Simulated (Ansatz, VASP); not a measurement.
**H4C3 (C wire along [100], 9 atoms a period, H-terminated): VASP beside Ansatz**

Aim: how closely do two programs agree when they are given the same cell, functional and k mesh? The cell is taken from a series of runs on this material, whose earlier steps may have relaxed, scaled, displaced or heated it; both programs get it as it stands.

Program: Ansatz 0.2.0. Level of theory: plane waves, with VASP 6.6.1 beside it; single point at HSE06. Results are calculated unless marked as measured.

## (1) The structure

The cell holds 21 atoms: 9 C and 12 H. Its edges and angles: a = 11.663 Å, b = 11.663 Å, c = 3.740 Å, α = 90.0°, β = 90.0°, γ = 90.0°. Vacuum lies along a and b. The structure's axis is c.

## (2) VASP: single point, HSE06

With cell and atoms fixed, the geometry can't cause a difference; cores, projectors, grids and the points listed under the comparison can.

Lines of VASP's logs that name or quote its potential files are left out, and so is its time.

The run reads the wave functions of an earlier VASP run, which isn't shown here.

File INCAR:

```
SYSTEM = H4C3
PREC = Accurate
ENCUT = 520
EDIFF = 1E-06
NELM = 100
ISMEAR = -1
SIGMA = 0.05
LREAL = Auto
ALGO = Normal
LHFCALC = .TRUE.
AEXX = 0.25
GGA = PE
HFSCREEN = 0.208
LASPH = .TRUE.
NBANDS = 45
PRECFOCK = Fast
LORBIT = 11
LWAVE = .FALSE.
LCHARG = .FALSE.
ISIF = 2
```

File POSCAR:

```
H4C3
1.0
   11.6630000000      0.0000000000      0.0000000000
    0.0000000000     11.6630000000      0.0000000000
    0.0000000000      0.0000000000      3.7403258565
C H
9 12
Direct
    0.5000113440      0.5000113440      0.0000000000
    0.4248441550      0.4248441550      0.2560735600
    0.5751785320      0.5751785320      0.2560735600
    0.3495301390      0.5000113440      0.5000000000
    0.5000113440      0.3495301390      0.5000000000
    0.5000113440      0.6504925480      0.5000000000
    0.6504925480      0.5000113440      0.5000000000
    0.4248441550      0.5751785320      0.7439264400
    0.5751785320      0.4248441550      0.7439264400
    0.3685653130      0.3685653130      0.0991663920
    0.6314573740      0.6314573740      0.0991663920
    0.2925336720      0.5553449390      0.3413841930
    0.4446777480      0.7074890150      0.3413841930
    0.5553449390      0.2925336720      0.3413841930
    0.7074890150      0.4446777480      0.3413841930
    0.2925336720      0.4446777480      0.6586158070
    0.4446777480      0.2925336720      0.6586158070
    0.5553449390      0.7074890150      0.6586158070
    0.7074890150      0.5553449390      0.6586158070
    0.3685653130      0.6314573740      0.9008336080
    0.6314573740      0.3685653130      0.9008336080
```

File KPOINTS:

```
Automatic mesh
0
Gamma
1 1 9
0 0 0
```

PAW data sets: C and H (PBE family, release 64).

The run is started by

```sh
$ export OMP_NUM_THREADS=3
$ mpirun -np 1 vasp_std
```

Numbers of over 12 decimals in the logs are rounded to 6 here.

What it wrote:

```text
[banner, memory and clock lines left out]
running    1 mpi-ranks, on    1 nodes
 distrk:  each k-point on    1 cores,    1 groups
 distr:  one band on    1 cores,    1 groups
 Offloading initialized ...    1 GPUs detected
 POSCAR found type information on POSCAR C H
 POSCAR found :  2 types and      21 ions
 LDA part: xc-table for (Slater+PW92), standard interpolation
 found WAVECAR, reading the header
 POSCAR, INCAR and KPOINTS ok, starting setup
 FFT: planning ... GRIDC
 FFT: planning ... GRID_SOFT
 FFT: planning ... GRID
 reading WAVECAR
 the WAVECAR file was read successfully
 initial charge from wavefunction
 entering main loop
       N       E                     dE             d eps       ncg     rms          rms(c)
DAV:   1    -0.144969086189E+03   -0.14497E+03   -0.12775E+00   567   0.507E+00    0.144E+00
DAV:   2    -0.144974982045E+03   -0.58959E-02   -0.40140E-02   602   0.667E-01    0.996E-01
DAV:   3    -0.144972493975E+03    0.24881E-02   -0.31671E-03   591   0.225E-01    0.548E-01
DAV:   4    -0.144971658690E+03    0.83529E-03   -0.64486E-04   567   0.108E-01    0.296E-01
DAV:   5    -0.144971311154E+03    0.34754E-03   -0.11138E-04   588   0.498E-02    0.162E-01
DAV:   6    -0.144971164201E+03    0.14695E-03   -0.43883E-05   535   0.308E-02    0.910E-02
DAV:   7    -0.144971108500E+03    0.55701E-04   -0.22150E-05   546   0.202E-02    0.493E-02
DAV:   8    -0.144971092344E+03    0.16156E-04   -0.85877E-06   491   0.118E-02    0.274E-02
DAV:   9    -0.144971093487E+03   -0.11427E-05   -0.32962E-06   474   0.703E-03    0.164E-02
DAV:  10    -0.144971103372E+03   -0.98859E-05   -0.18147E-06   418   0.528E-03    0.982E-03
DAV:  11    -0.144971118356E+03   -0.14984E-04   -0.11126E-06   355   0.407E-03    0.643E-03
DAV:  12    -0.144971136005E+03   -0.17649E-04   -0.86411E-07   400   0.326E-03    0.468E-03
DAV:  13    -0.144971154639E+03   -0.18635E-04   -0.54216E-07   395   0.253E-03    0.373E-03
DAV:  14    -0.144971173112E+03   -0.18473E-04   -0.39866E-07   389   0.209E-03    0.314E-03
[...]
DAV:  31    -0.144971331170E+03   -0.28311E-05   -0.73349E-09   389   0.319E-04    0.429E-04
DAV:  32    -0.144971333633E+03   -0.24629E-05   -0.58280E-09   376   0.279E-04    0.386E-04
DAV:  33    -0.144971335764E+03   -0.21314E-05   -0.46785E-09   394   0.241E-04    0.347E-04
DAV:  34    -0.144971337596E+03   -0.18318E-05   -0.38300E-09   392   0.215E-04    0.312E-04
DAV:  35    -0.144971339159E+03   -0.15625E-05   -0.30332E-09   410   0.193E-04    0.281E-04
DAV:  36    -0.144971340484E+03   -0.13258E-05   -0.25647E-09   407   0.170E-04    0.253E-04
DAV:  37    -0.144971341608E+03   -0.11240E-05   -0.19459E-09   402   0.148E-04    0.228E-04
DAV:  38    -0.144971342563E+03   -0.95464E-06   -0.16764E-09   423   0.132E-04
   1 F= -.14497134E+03 E0= -.14497134E+03  d E =-.808536E-10
```

OUTCAR, selected parts (step 2):

```text
ion  position               nearest neighbor table
   1  0.500  0.500  0.000-   3 1.57   8 1.57   9 1.57   2 1.57
   2  0.425  0.425  0.256-  10 1.10   5 1.54   4 1.54   1 1.57
   3  0.575  0.575  0.256-  11 1.10   7 1.54   6 1.54   1 1.57
   4  0.350  0.500  0.500-  12 1.10  16 1.10   8 1.54   2 1.54
   5  0.500  0.350  0.500-  14 1.10  17 1.10   9 1.54   2 1.54
   6  0.500  0.650  0.500-  18 1.10  13 1.10   3 1.54   8 1.54
   7  0.650  0.500  0.500-  19 1.10  15 1.10   3 1.54   9 1.54
   8  0.425  0.575  0.744-  20 1.10   4 1.54   6 1.54   1 1.57
   9  0.575  0.425  0.744-  21 1.10   5 1.54   7 1.54   1 1.57
  10  0.369  0.369  0.099-   2 1.10
  11  0.631  0.631  0.099-   3 1.10
  12  0.293  0.555  0.341-   4 1.10
  13  0.445  0.707  0.341-   6 1.10
  14  0.555  0.293  0.341-   5 1.10
  15  0.707  0.445  0.341-   7 1.10
  16  0.293  0.445  0.659-   4 1.10
  17  0.445  0.293  0.659-   5 1.10
  18  0.555  0.707  0.659-   6 1.10
  19  0.707  0.555  0.659-   7 1.10
  20  0.369  0.631  0.901-   8 1.10
  21  0.631  0.369  0.901-   9 1.10

  LATTYP: Found a simple tetragonal cell.
 ALAT       =    11.6630000000
 C/A-ratio  =     0.3207001506

 Subroutine GETGRP returns: Found  8 space group operations
 (whereof  2 operations were pure point group operations)

The static configuration has the point symmetry C_1h.
 The point group associated with its full space group is D_2d.

 Found      5 irreducible k-points:

   k-points           NKPTS =      5   k-points in BZ     NKDIM =      9   number of bands    NBANDS=     45

   dimension x,y,z NGX =    90 NGY =   90 NGZ =   28
   dimension x,y,z NGXF=   180 NGYF=  180 NGZF=   56

   ENCUT  =  520.0 eV  38.22 Ry    6.18 a.u.  21.69 21.69  6.95*2*pi/ulx,y,z

   NELECT =      48.0000    total number of electrons

 k-points in reciprocal lattice and weights: Automatic mesh
   0.00000000  0.00000000  0.00000000       0.111
   0.00000000  0.00000000  0.11111111       0.222
   0.00000000  0.00000000  0.22222222       0.222
   0.00000000  0.00000000  0.33333333       0.222
   0.00000000  0.00000000  0.44444444       0.222

  exchange ACFDT corr.  =         0.00000000  see jH, gK, PRB 81, 115126

 average (electrostatic) potential at core
       1 -52.9816       2 -52.8035       3 -52.8035       4 -52.6598       5 -52.6598
       6 -52.6598       7 -52.6598       8 -52.8035       9 -52.8035      10 -35.4853
      11 -35.4853      12 -35.5308      13 -35.5308      14 -35.5308      15 -35.5308
      16 -35.5308      17 -35.5308      18 -35.5308      19 -35.5308      20 -35.4853
      21 -35.4853

 E-fermi :  -3.5579

 k-point     1 :       0.0000    0.0000    0.0000
  band No.  band energies     occupation
    ...
     20      -7.0899      2.00000
     21      -7.0313      2.00000
     22      -5.8068      2.00000
     23      -4.6906      2.00000
     24      -4.6906      2.00000
     25       0.6159      0.00000
     26       1.6167      0.00000
     27       1.7010      0.00000
     28       1.7010      0.00000
     29       1.9463      0.00000
    ...

 k-point     2 :       0.0000    0.0000    0.1111
  band No.  band energies     occupation
    ...
     20      -7.0628      2.00000
     21      -7.0048      2.00000
     22      -5.7161      2.00000
     23      -4.8734      2.00000
     24      -4.8734      2.00000
     25       0.7623      0.00000
     26       1.7520      0.00000
     27       1.8182      0.00000
     28       1.8182      0.00000
     29       2.0562      0.00000
    ...

 k-point     3 :       0.0000    0.0000    0.2222
  band No.  band energies     occupation
    ...
     20      -7.0039      2.00000
     21      -6.9361      2.00000
     22      -5.5542      2.00000
     23      -5.3534      2.00000
     24      -5.3534      2.00000
     25       1.1769      0.00000
     26       2.1377      0.00000
     27       2.1655      0.00000
     28       2.1655      0.00000
     29       2.3827      0.00000
    ...

  Total       -3.0118830     -3.0118830     -3.0722710      0.0000000     -0.0000000      0.0000000
  in kB       -9.4845929     -9.4845929     -9.6747579      0.0000000     -0.0000000      0.0000000
  external PRESSURE =      -9.5479812 kB  Pullay stress =       0.0000000 kB

  energy-cutoff  :      520.00
  volume of cell :      508.78
      direct lattice vectors                 reciprocal lattice vectors
    11.663000000  0.000000000  0.000000000     0.085741233  0.000000000  0.000000000
     0.000000000 11.663000000  0.000000000     0.000000000  0.085741233  0.000000000
     0.000000000  0.000000000  3.740325857     0.000000000  0.000000000  0.267356385

 POSITION                                       TOTAL-FORCE (eV/Angst)
 -----------------------------------------------------------------------------------
      5.83163      5.83163      0.00000         0.000000      0.000000      0.000000
      4.95496      4.95496      0.95780         0.019752      0.019752     -0.015174
      6.70831      6.70831      0.95780        -0.019752     -0.019752     -0.015174
      4.07657      5.83163      1.87016         0.035134      0.000000      0.000000
      5.83163      4.07657      1.87016         0.000000      0.035134      0.000000
      5.83163      7.58669      1.87016         0.000000     -0.035134      0.000000
      7.58669      5.83163      1.87016        -0.035134      0.000000      0.000000
      4.95496      6.70831      2.78253         0.019752     -0.019752      0.015174
      6.70831      4.95496      2.78253        -0.019752      0.019752      0.015174
      4.29858      4.29858      0.37091         0.133305      0.133305      0.122534
      7.36469      7.36469      0.37091        -0.133305     -0.133305      0.122534
      3.41182      6.47699      1.27689         0.144878     -0.120683      0.111679
      5.18628      8.25144      1.27689         0.120683     -0.144878      0.111679
      6.47699      3.41182      1.27689        -0.120683      0.144878      0.111679
      8.25144      5.18628      1.27689        -0.144878      0.120683      0.111679
      3.41182      5.18628      2.46344         0.144878      0.120683     -0.111679
      5.18628      3.41182      2.46344         0.120683      0.144878     -0.111679
      6.47699      8.25144      2.46344        -0.120683     -0.144878     -0.111679
      8.25144      6.47699      2.46344        -0.144878     -0.120683     -0.111679
      4.29858      7.36469      3.36941         0.133305     -0.133305     -0.122534
      7.36469      4.29858      3.36941        -0.133305      0.133305     -0.122534
 -----------------------------------------------------------------------------------
    total drift:                                0.000001     -0.000005      0.000000

  FREE ENERGIE OF THE ION-ELECTRON SYSTEM (eV)
  ---------------------------------------------------
  free  energy   TOTEN  =      -144.9713425631 eV

  energy  without entropy=     -144.9713425630  energy(sigma->0) =     -144.97134256

 total charge
# of ion       s       p       d       tot
------------------------------------------
    1        0.823   1.685   0.000   2.508
    2        0.833   1.735   0.000   2.568
    3        0.833   1.735   0.000   2.568
    4        0.841   1.762   0.000   2.603
    5        0.841   1.762   0.000   2.603
    6        0.841   1.762   0.000   2.603
    7        0.841   1.762   0.000   2.603
    8        0.833   1.735   0.000   2.568
    9        0.833   1.735   0.000   2.568
   10        0.660   0.045   0.000   0.705
   11        0.660   0.045   0.000   0.705
   12        0.653   0.044   0.000   0.697
   13        0.653   0.044   0.000   0.697
   14        0.653   0.044   0.000   0.697
   15        0.653   0.044   0.000   0.697
   16        0.653   0.044   0.000   0.697
   17        0.653   0.044   0.000   0.697
   18        0.653   0.044   0.000   0.697
   19        0.653   0.044   0.000   0.697
   20        0.660   0.045   0.000   0.705
   21        0.660   0.045   0.000   0.705
--------------------------------------------------
tot         15.385  16.207   0.000  31.592

[... 2 further parts left out ...]
```

The gap is read on the k-mesh alone, so it is an upper bound where the band edges lie off the mesh. The k-mesh is coarse for exact exchange; levels may shift by about 0.1 eV on a finer one. The PAW data sets were made with PBE, which is usual practice but a small mismatch for other functionals.

[end of part 1 of 2]

[Lines on the potential files, build, host, timing and source positions are cut from VASP's logs without a mark.]

[Logs are printed without paths, hosts, clocks, repeated set-up lines and the standing remarks that a program may print on its own settings, such as how far it seeks lower states.]

[Hosts, paths, dates, database ids (printed as entryN), source tags and the programs' standing remarks are cut or masked in the printed files.]
